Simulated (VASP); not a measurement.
# WC (Fd-3m) in VASP: notebook, part 2 of 2

VASP 6.6.1. The steps go on from the part before.

## Step 6: Relaxation of cell and atoms, PBE (species swapped into the LiIn type (Fd-3m, No. 227))

Contents of INCAR:

```
SYSTEM = WC
PREC = Accurate
ENCUT = 600
EDIFF = 1E-6
ISMEAR = 0
SIGMA = 0.1
LREAL = .False.
LASPH = .True.
NELM = 60
ALGO = Normal
ISIF = 3
LWAVE = .False.
LCHARG = .False.
GGA = PE
IBRION = 2
NSW = 90
EDIFFG = -0.04
```

Contents of KPOINTS:

```
regular mesh
0
Gamma
  6 6 6
  0 0 0
```

Contents of POSCAR:

```
WC
1.0
    0.0000000000      3.1759218100      3.1759218100
    3.1759218100      0.0000000000      3.1759218100
    3.1759218100      3.1759218100      0.0000000000
W C
2 2
Direct
    0.5000000000      0.5000000000      0.5000000000
    0.7500000000      0.7500000000      0.7500000000
    0.0000000000      0.0000000000      0.0000000000
    0.2500000000      0.2500000000      0.2500000000
```

Potentials or basis: VASP PAW PBE potentials, release 64 (W_sv, C).

Launch:

```bash
cat potpaw_PBE.64/W_sv/POTCAR potpaw_PBE.64/C/POTCAR > POTCAR
mpirun -np 1 vasp_std > vasp.out
```

OUTCAR:

```text
SYSTEM = WC
   PREC = Accurate
   ENCUT = 600
   EDIFF = 1E-6
   ISMEAR = 0
   LREAL = .False.
   LASPH = .True.
   NELM = 60
   ISIF = 3
   GGA = PE
   IBRION = 2
   NSW = 90
   EDIFFG = -0.04

 ion  position               nearest neighbor table
   1  0.500  0.500  0.500-   4 2.75   4 2.75   4 2.75   2 2.75   4 2.75   2 2.75   2 2.75   2 2.75

   2  0.750  0.750  0.750-   1 2.75   1 2.75   1 2.75   1 2.75   3 2.75   3 2.75   3 2.75   3 2.75

   3  0.000  0.000  0.000-   2 2.75   2 2.75   2 2.75   2 2.75
   4  0.250  0.250  0.250-   1 2.75   1 2.75   1 2.75   1 2.75

  LATTYP: Found a face centered cubic cell.
 ALAT       =     6.3518436200

  Lattice vectors:

 A1 = (   0.0000000000,   3.1759218100,   3.1759218100)
 A2 = (   3.1759218100,   0.0000000000,   3.1759218100)
 A3 = (   3.1759218100,   3.1759218100,   0.0000000000)

Analysis of symmetry for initial positions (statically):
=====================================================================
 Subroutine PRICEL returns:
 Original cell was already a primitive cell.

 Routine SETGRP: Setting up the symmetry group for a
 face centered cubic supercell.

 Subroutine GETGRP returns: Found 48 space group operations
 (whereof 24 operations were pure point group operations)
 out of a pool of 48 trial point group operations.

The static configuration has the point symmetry T_d .
 The point group associated with its full space group is O_h .

Analysis of symmetry for dynamics (positions and initial velocities):
=====================================================================
 Subroutine PRICEL returns:
 Original cell was already a primitive cell.

 Routine SETGRP: Setting up the symmetry group for a
 face centered cubic supercell.

 Subroutine GETGRP returns: Found 48 space group operations
 (whereof 24 operations were pure point group operations)
 out of a pool of 48 trial point group operations.

The dynamic configuration has the point symmetry T_d .
 The point group associated with its full space group is O_h .

 Subroutine INISYM returns: Found 48 space group operations
 (whereof 24 operations are pure point group operations),
 and found     1 'primitive' translations

----------------------------------------------------------------------------------------

                                     Primitive cell

  volume of cell :      64.0677

  direct lattice vectors                    reciprocal lattice vectors
     0.000000000  3.175921810  3.175921810    -0.157434606  0.157434606  0.157434606
     3.175921810  0.000000000  3.175921810     0.157434606 -0.157434606  0.157434606
     3.175921810  3.175921810  0.000000000     0.157434606  0.157434606 -0.157434606

  length of vectors
     4.491431697  4.491431697  4.491431697     0.272684737  0.272684737  0.272684737

  position of ions in fractional coordinates (direct lattice)
     0.500000000  0.500000000  0.500000000
     0.750000000  0.750000000  0.750000000
     0.000000000  0.000000000  0.000000000
     0.250000000  0.250000000  0.250000000

  ion indices of the primitive-cell ions
   primitive index   ion index
                 1           1
                 2           2
                 3           3
                 4           4

----------------------------------------------------------------------------------------

 KPOINTS: regular mesh

[... 38 lines left out ...]
 -0.333333  0.333333  0.166667     24.000000
 -0.333333  0.500000  0.166667     12.000000
   k-points           NKPTS =     16   k-points in BZ     NKDIM =     16   number of bands    NBANDS=     22
   number of dos      NEDOS =    301   number of ions     NIONS =      4
   total plane-waves  NPLWV =  46656
   dimension x,y,z NGX =    36 NGY =   36 NGZ =   36
   dimension x,y,z NGXF=    72 NGYF=   72 NGZF=   72
   ions per type =               2   2
   NGX,Y,Z   is equivalent  to a cutoff of  13.33, 13.33, 13.33 a.u.
   NGXF,Y,Z  is equivalent  to a cutoff of  26.65, 26.65, 26.65 a.u.
 SYSTEM =  WC
   PREC   = accura    normal or accurate (medium, high low for compatibility)
   ISTART =      0    job   : 0-new  1-cont  2-samecut
   ICHARG =      2    charge: 1-file 2-atom 10-const
   ISPIN  =      1    spin polarized calculation?
   LNONCOLLINEAR =      F non collinear calculations
   LSORBIT =      F    spin-orbit coupling
   LASPH  =      T    aspherical Exc in radial PAW
   ENCUT  =  600.0 eV  44.10 Ry    6.64 a.u.   8.97  8.97  8.97*2*pi/ulx,y,z
   NELM   =     60;   NELMIN=  2; NELMDL= -5     # of ELM steps
   EDIFF  = 0.1E-05   stopping-criterion for ELM
   LREAL  =      F    real-space projection
   EDIFFG = -.4E-01   stopping-criterion for IOM
   NSW    =     90    number of steps for IOM
   IBRION =      2    ionic relax: 0-MD 1-quasi-New 2-CG
   NFREE  =      1    steps in history (QN), initial steepest desc. (CG)
   ISIF   =      3    stress and relaxation
   ISYM   =      2    0-nonsym 1-usesym 2-fastsym
   POTIM  = 0.5000    time-step for ionic-motion
   TEBEG  =    0.0;   TEEND  =   0.0 temperature during run
   PSTRESS=    0.0 pullay stress
   NELECT =      36.0000    total number of electrons
   NUPDOWN=      -1.0000    fix difference up-down
   EMIN   =  10.00;   EMAX   =-10.00  energy-range for DOS
   EFERMI =   0.00;   METHOD = LEGACY
   ISMEAR =     0;   SIGMA  =   0.10  broadening in eV -4-tet -1-fermi 0-gaus
   EFERMI_NEDOS =   21; number of points for ismear=-14 and -15
   IALGO  =     38    algorithm
   IMIX   =      4    mixing-type and parameters
     AMIX     =   0.40;   BMIX     =  1.00
     AMIX_MAG =   1.60;   BMIX_MAG =  1.00
  volume/ion in A,a.u.               =      16.02       108.09
  Fermi-wavevector in a.u.,A,eV,Ry     =   1.350919  2.552866 24.830377  1.824981
  Thomas-Fermi vector in A             =   2.478383
   LORBIT       =      0    0 simple, 1 ext, 2 COOP (PROOUT), +10 PAW based schemes
   GGA     = PE    functional components
   LHFCALC =     F    Hartree Fock is set to
   AEXX    =    0.0000 exact exchange contribution
   IVDW    =     0    specifies the selected vdW correction
   LEPSILON=     F    determine dielectric tensor
   LRPA    =     F    only Hartree local field effects (RPA)
 conjugate gradient relaxation of ions
 non-spin polarized calculation
 Gauss-broadening in eV      SIGMA  =   0.10
  energy-cutoff  :      600.00
  volume of cell :       64.07
 maximum number of plane-waves:      2158
   NGX = 17   NGY = 17   NGZ = 17

--------------------------------------- Ionic step        1  -------------------------------------------

 number of electron      36.0000003 magnetization

 Free energy of the ion-electron system (eV)
  ---------------------------------------------------
  ext. energy  EPLUGINS =         0.00000000
  ---------------------------------------------------
  free energy    TOTEN  =       -32.73154205 eV

  energy without entropy =      -32.71961998  energy(sigma->0) =      -32.72558102

------------------------ aborting loop because EDIFF is reached ----------------------------------------

  FORCE on cell =-STRESS in cart. coord.  units (eV):
  Direction    XX          YY          ZZ          XY          YZ          ZX
  --------------------------------------------------------------------------------------
  -------------------------------------------------------------------------------------
  Total      -14.8561479    -14.8561479    -14.8561479     -0.0000000      0.0000000      0.0000000
  in kB     -371.5158930   -371.5158930   -371.5158930     -0.0000000      0.0000000      0.0000000
  external PRESSURE =    -371.5158930 kB  Pullay stress =       0.0000000 kB
[... 25 lines left out ...]
--------------------------------------- Ionic step        2  -------------------------------------------

 number of electron      36.0000002 magnetization

 E-fermi :  14.2397     XC(G=0): -14.7470

 val. band max:       14.1733656070   @ k =  -0.3333   0.3333   0.0000
 cond. band min:      14.3145080617   @ k =   0.5000   0.5000   0.0000
 fundamental gap:      0.1411424547
 Fermi energy:        14.2396985421

 k-point     1 :       0.0000    0.0000    0.0000
  band No.  band energies     occupation
      1     -60.0454      2.00000
      2     -58.9593      2.00000
      3     -25.2553      2.00000
      4     -25.2553      2.00000
      5     -25.2553      2.00000
      6     -23.1519      2.00000
[... 502 lines left out ...]
--------------------------------------- Ionic step        5  -------------------------------------------

 number of electron      36.0000000 magnetization

 Free energy of the ion-electron system (eV)
  ---------------------------------------------------
  ext. energy  EPLUGINS =         0.00000000
  ---------------------------------------------------
  free energy    TOTEN  =       -35.08737083 eV

  energy without entropy =      -35.08444919  energy(sigma->0) =      -35.08591001

 E-fermi :   9.5205     XC(G=0): -13.0149

 val. band max:        9.3251940564   @ k =   0.5000   0.5000   0.0000
 cond. band min:       9.6278546128   @ k =   0.5000   0.3333   0.1667
 fundamental gap:      0.3026605564
 Fermi energy:         9.5204633550

 k-point     1 :       0.0000    0.0000    0.0000
  band No.  band energies     occupation
      1     -64.5278      2.00000
      2     -64.1804      2.00000
      3     -29.1643      2.00000
      4     -29.1643      2.00000
      5     -29.1643      2.00000
      6     -28.1940      2.00000
[... 420 lines left out ...]
  FREE ENERGIE OF THE ION-ELECTRON SYSTEM (eV)
  ---------------------------------------------------
  free  energy   TOTEN  =       -35.0873708293 eV

  energy  without entropy=      -35.0844491895  energy(sigma->0) =      -35.08591001

 reached required accuracy - stopping structural energy minimisation
```

CONTCAR:

```text
WC
   1.00000000000000
    -0.0000000000000000    2.8907144834751710    2.8907144834751710
     2.8907144834751710    0.0000000000000000    2.8907144834751710
     2.8907144834751710    2.8907144834751710   -0.0000000000000000
  W               C
     2     2
Direct
     0.5000000000000000    0.5000000000000000    0.5000000000000000
     0.7500000000000000    0.7500000000000000    0.7500000000000000
     0.0000000000000000    0.0000000000000000    0.0000000000000000
     0.2500000000000000    0.2500000000000000    0.2500000000000000

  0.00000000E+00  0.00000000E+00  0.00000000E+00
  0.00000000E+00  0.00000000E+00  0.00000000E+00
  0.00000000E+00  0.00000000E+00  0.00000000E+00
  0.00000000E+00  0.00000000E+00  0.00000000E+00
```

Run time: 2 min. Hardware: 1 thread of Intel Xeon Platinum 8375C at 2.90GHz (Ice Lake), shared host; peak memory 0.22 GiB.

What came out:

```yaml
Free_energy: -35.0874 eV
Relaxed_volume: 12.08 Å³/atom
Relaxed_cell: a = 4.088 Å, b = 4.088 Å, c = 4.088 Å, α = 60.00°, β = 60.00°, γ = 60.00°
Space_group_after_relaxing_to_0.05_Å: Fd-3m (No. 227)
Energy_gained_by_relaxing: 589.0 meV/atom
Ionic_steps: 5
Pressure_after_relaxing: 0.0 GPa
Band_gap_on_the_k_mesh: none (metal or under the smearing width)
```

Step by step:
```
step  energy change (eV)  largest force (eV/Å)  pressure (GPa)  volume (Å³)
   1              0.0000                0.0000          -37.15        64.07
   2              2.1409                0.0000          146.03        35.43
   3             -2.3394                0.0000           -4.98        49.35
   4             -2.3540                0.0000           -1.68        48.65
   5             -2.3558                0.0000            0.02        48.31
```

Final structure:
```cif
data_structure
_symmetry_space_group_name_H-M 'P 1'
_symmetry_Int_Tables_number 1
_cell_length_a 4.0881
_cell_length_b 4.0881
_cell_length_c 4.0881
_cell_angle_alpha 60.000
_cell_angle_beta 60.000
_cell_angle_gamma 60.000
_cell_volume 48.31
loop_
_atom_site_label
_atom_site_type_symbol
_atom_site_fract_x
_atom_site_fract_y
_atom_site_fract_z
_atom_site_occupancy
W1 W 0.50000 0.50000 0.50000 1
W2 W 0.75000 0.75000 0.75000 1
C1 C 0.00000 0.00000 0.00000 1
C2 C 0.25000 0.25000 0.25000 1
```

Caveat: the volume moved by over 15 % at a fixed basis, so the end points are rough.

## Step 7: Overview

| task | cell | k mesh | cutoff (eV) | gap on the mesh (eV) | pressure (GPa) | relaxed volume (Å³/atom) |
| --- | --- | --- | --- | --- | --- | --- |
| single point | species swapped into the LiIn type (Fd-3m, No. 227) | 14 × 14 × 14 | 520 | none | 1.0 | - |
| relaxation of cell and atoms | relaxed from: species swapped into the LiIn type (Fd-3m, No. 227) | 14 × 14 × 14 | 600 | none | 0.0 | 12.07 |
| single point | species swapped into the LiIn type (Fd-3m, No. 227) | 6 × 6 × 6 | 520 | none | 0.7 | - |
| relaxation of cell and atoms | relaxed from: species swapped into the LiIn type (Fd-3m, No. 227) | 6 × 6 × 6 | 600 | none | 0.0 | 12.08 |

Alike in all rows: level PBE; potentials or basis VASP PAW PBE potentials, release 64 (W_sv, C); no spin polarisation; smearing gaussian 0.1 eV.

Caveats: the volume moved by over 15 % at a fixed basis, so the end points are rough (some runs).

Absolute energies hang on the potentials; compare differences alone.
